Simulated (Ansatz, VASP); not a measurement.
## BN: VASP beside Ansatz

```
B N
1.0
     2.27864   -0.02435   -0.12058
    -1.16041    1.98290    0.05732
    -0.33795   -0.00960    6.61397
B N
2 2
Direct
  0.30333 0.63357 0.22961
  0.66572 0.31799 0.77801
  0.33292 0.63022 0.74756
  0.69803 0.41822 0.24482
```

Change from the starting cell: all atoms moved at random (sigma 0.1 Å a component), cell strained at random (sigma 0.05).

Alike in both runs: task single point; functional PBEsol; k mesh 12 × 12 × 4; occupations gaussian, width 0.05 eV; no spin polarisation.

```csv
,VASP,Ansatz
version,VASP 6.6.1,Ansatz 0.2.0
potentials or method,"VASP PAW PBE potentials, release 64 (B, N)","scalar-relativistic, plane waves, PAW"
plane-wave cutoff (eV),520,420
valence electrons in the cell,16,16
```

Ansatz gave:

| Item | Value |
| --- | --- |
| gap on the k mesh at the Fermi level (eV) | 1.22 |
| least direct gap on the mesh (eV) | 1.95 |
| pressure (GPa) | 113.5 |
| largest component of the traceless stress (GPa) | 113.33 |
| rms of the force components (eV/Å) | 5.057 |

Question: Which values does VASP return?

Answer: gap on the k mesh at the Fermi level (eV): 1.19; least direct gap on the mesh (eV): 1.93; pressure (GPa): 114.1; largest component of the traceless stress (GPa): 114.28; rms of the force components (eV/Å): 5.044.

Atom by atom the forces differ by 0.017 eV/Å (rms over components).

Caveats: the cell as given lies far from equilibrium; so large a pressure means that the cell lies far from this level's equilibrium, or that cutoff or potentials fall short (VASP); the potentials were made for another functional, which shifts forces and pressure (VASP). A k mesh can miss the band edges.
